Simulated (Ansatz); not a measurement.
# Ionic part of the dielectric constant of BN at 20 GPa, mode by mode

Computed with DFT LDA, scalar-relativistic, plane waves, PAW in Ansatz 0.2.0. Cutoff 420 eV, 12×12×12 k-points (Γ-centred), fixed occupations. No spin polarisation. Phonons by linear response, acoustic sum rule imposed.

The structure is trigonal, space group R3m (No. 160). Conventional cell: a = 2.457 Å, b = 2.457 Å, c = 7.840 Å, α = 90.00°, β = 90.00°, γ = 120.00°. Around B (site symmetry 3m) lie 3 N at 1.42 Å. N (site symmetry 3m) is surrounded by 3 B at 1.42 Å.

The crystal is built of layers and no dispersion correction was added, so the binding between them is poorly described, and with it their spacing and whatever depends on it.

The primitive cell has V = 13.67 Å³ and ε∞,xx = 5.549. Each polar mode adds Δε = (4.92064×10⁷/V)·S/ν² along x, with S its oscillator strength in e²/amu, ν in cm⁻¹ and V in Å³.

Question: From these modes, find each Δε and ε0,xx.
```tsv
ν (cm⁻¹)	S_xx (e²/amu)
639.3	0.00289
1455.9	0.2838
1455.9	0.8344
```

Answer:
```tsv
ν (cm⁻¹)	Δε
639.3	0.03
1455.9	0.48
1455.9	1.42
```

The sum is 1.925, so ε0,xx = 7.47; the run's tensor has 7.47.

This form isn't the usual stable structure of the compound at low pressure.

Cost: 1 run of about 0.4 core-minutes, on AMD EPYC 9R45 (Zen 5) (shared hosts).